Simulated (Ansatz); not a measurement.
# ZnS: the cost of one run

Method: DFT PBEsol, scalar-relativistic, in Ansatz 0.2.0.

## (1) The system as given

The structure is cubic, space group F-43m (No. 216). The conventional cell has a = 5.409 Å, b = 5.409 Å, c = 5.409 Å, α = 90.00°, β = 90.00°, γ = 90.00°. Zn (site symmetry -43m) is surrounded by 4 S at 2.34 Å. S (site symmetry -43m) is surrounded by 4 Zn at 2.34 Å.

Coordinates:

```
CELL_PARAMETERS angstrom
0.00000 2.70465 2.70465
2.70465 0.00000 2.70465
2.70465 2.70465 0.00000
ATOMIC_POSITIONS crystal
Zn 0.00000 0.00000 0.00000
S 0.75000 0.75000 0.75000
```

Atoms are numbered in the order of the input: Zn1, S2.

## (2) The deformed structure

Space group F-43m before, R3m after.

## (3) LAPW, all electrons

The input, input.yaml:

```yaml
crystal:
  lattice:
    - [-0.054093, 2.6776035, 2.6776035]
    - [2.6776035, -0.054093, 2.6776035]
    - [2.6776035, 2.6776035, -0.054093]
  atoms:
    - { symbol: Zn, position: [0.0, 0.0, 0.0] }
    - { symbol: S, position: [0.75, 0.75, 0.75] }
kpoints:
  mp_grid: { grid: [9, 9, 9] }
  band_path:
    path:
      - [0.0, 0.0, 0.0]
      - [0.5, 0.5, 0.5]
      - [0.2551801333, 0.5, 0.7448198667]
      - [-0.2551801333, 0.2551801333, 0.5]
      - [0.0, 0.0, 0.5]
      - [0.0, 0.0, 0.0]
      - [-0.3775900666, 0.0, 0.3775900666]
      - [0.0, 0.3775900666, 0.6224099334]
      - [0.0, 0.5, 0.5]
    npoints: 5
scf:
  occupations: { method: fermi_dirac, width: 0.01 }
hamiltonian:
  xc: pbesol
  pseudopotentials: { kind: all_electron, lapw: { basis_error: 0.00025 } }
output:
  forces: true
  stress: true
  eigenvalues: true
```

Started as:

```sh
ansatz run input.yaml --threads 1 --pin off --max-ram 3072MiB --backend cpu --events-out ev --progress --plain --runs-dir out
```

**Question.** How long does this run take on 1 thread of Intel Xeon 6975P-C (Granite Rapids), shared host, and how much memory does it need?

About 21 s, with a peak of 0.45 GiB.
